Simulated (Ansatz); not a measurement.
Runs of Ansatz 0.2.0 on Se. The structure is trigonal, space group P3_121 (No. 152). The conventional cell has a = 4.366 Å, b = 4.366 Å, c = 4.954 Å, α = 90.00°, β = 90.00°, γ = 120.00°. Around Se (site symmetry 2) lie 2 Se at 2.37 Å. 

```csv
task,level,cell,k mesh,cutoff (eV),points for each segment of the path,mesh quality,gap on the mesh (eV),pressure (GPa),relaxed volume (Å³/atom),largest force (eV/Å)
band structure,HSE03,as given,4 × 4 × 3,420,4,coarse,-,-,-,0.11
relaxation of cell and atoms,r2SCAN0,relaxed,4 × 4 × 3,500,-,coarse,(b),-,31.10,-
band structure,BLYP,as given,7 × 7 × 6,420,14,not flagged,1.23,6.2,-,0.67
relaxation of cell and atoms,BLYP,relaxed,7 × 7 × 6,420,-,not flagged,1.61,0.0,45.75,-
relaxation of cell and atoms,PBE,relaxed,7 × 7 × 6,420,-,not flagged,(a),0.0,29.77,-
```

Alike in all rows: potentials or basis Ansatz PAW; no spin polarisation; smearing fermi-dirac 0.05 eV.

Estimate the missing entries.

(a) 1.20; (b) 3.69.

Caveats: some runs use coarse meshes; the PAW data sets come from PBE, with cores solved anew for the run's functional, which leaves a small shift of forces and pressure (some runs); the plane-wave basis is chosen anew once the cell has moved, so the energies of steps on either side of that aren't comparable (some runs); the k mesh misses the band edges, so the gap on the mesh is wider than the one along the path (some runs); odd divisions of the mesh miss points on the zone boundary, where band edges often lie, so the gap on the mesh can be too wide (some runs); the potentials were made for another functional, which shifts forces and pressure (some runs); the volume moved by +14 % from the deposited cell, more than functionals usually miss (some runs); the volume moved by over 15 % at a fixed basis, so the end points are rough (some runs).

A k mesh can miss the band edges, and the runs leave out spin-orbit coupling on Se.

Not every run made on this cell is shown here.
